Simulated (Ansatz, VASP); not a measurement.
**MgI2: VASP beside Ansatz**

File INCAR:

```
SYSTEM = MgI2
PREC     = Accurate       ! precision mode
ENCUT    = 520            ! plane-wave cutoff, eV
EDIFF    = 1E-7           ! SCF threshold, eV
ISMEAR   = 0              ! smearing method
SIGMA    = 0.05           ! smearing width, eV
LREAL    = .False.        ! projectors in reciprocal space
LASPH    = .True.         ! aspherical terms in the spheres
NELM     = 100            ! most SCF steps
ALGO     = Normal         ! electronic algorithm
ISIF     = 2              ! what is computed and relaxed
LWAVE    = .False.        ! write WAVECAR
LCHARG   = .True.         ! write CHGCAR
GGA      = PE             ! functional
LELF     = .True.         ! ELF
LVHAR    = .True.       
NBANDS   = 15             ! bands
```

KPOINTS

```
Automatic mesh
0
Gamma
  6 6 4
  0 0 0
```

The input POSCAR:

```
MgI2
1.0
    4.3165329393      0.0000000000      0.0000000000
   -2.1582664697      3.7382271817      0.0000000000
    0.0000000000      0.0000000000      8.0147218160
Mg I
1 2
Direct
    0.0000000000      0.0000000000      0.0000000000
    0.3333333333      0.6666666667      0.7820264016
    0.6666666667      0.3333333333      0.2179735984
```

Input for Ansatz:

```yaml
crystal:
  lattice:
    - [4.3165329393, 0.0, 0.0]
    - [-2.1582664697, 3.7382271817, 0.0]
    - [0.0, 0.0, 8.014721816]
  atoms:
    - { symbol: Mg, position: [0.0, 0.0, 0.0] }
    - { symbol: I, position: [0.3333333333, 0.6666666667, 0.7820264016] }
    - { symbol: I, position: [0.6666666667, 0.3333333333, 0.2179735984] }
basis:
  ecutwfc: 520.0
kpoints:
  mp_grid: { grid: [6, 6, 4] }
hamiltonian:
  xc: pbe
scf:
  occupations: { method: gaussian, width: 0.05 }
output:
  forces: true
  stress: true
  eigenvalues: true
```

Alike in both runs: task single point; functional PBE; k mesh 6 × 6 × 4; occupations gaussian, width 0.05 eV; no spin polarisation.

|  | VASP | Ansatz |
| --- | --- | --- |
| version | VASP 6.6.1 | Ansatz 0.2.0 |
| potentials or method | VASP PAW PBE potentials, release 64 (Mg, I) | scalar-relativistic, plane waves, PAW |
| plane-wave cutoff (eV) | 520 | 520 |
| valence electrons in the cell | 16 | 44 |

|  | VASP | Ansatz | Ansatz less VASP |
| --- | --- | --- | --- |
| gap on the k mesh at the Fermi level (eV) | 3.37 | 3.38 | +0.016 |
| least direct gap on the mesh (eV) | 3.37 | 3.38 | +0.016 |
| pressure (GPa) | -1.9 | -1.9 | +0.04 |
| largest component of the traceless stress (GPa) | 0.11 | 0.11 | +0.004 |
| rms of the force components (eV/Å) | 0.218 | 0.214 | -0.0044 |

Atom by atom the forces differ by 0.004 eV/Å (rms over components). The two sets of potentials don't hold the same shells in valence.

Caveats: spin-orbit coupling is left out, which moves the levels of the heavy elements; this functional lacks dispersion, which binds the layers, so the pressure and a relaxed spacing across them are unreliable. A k mesh can miss the band edges.
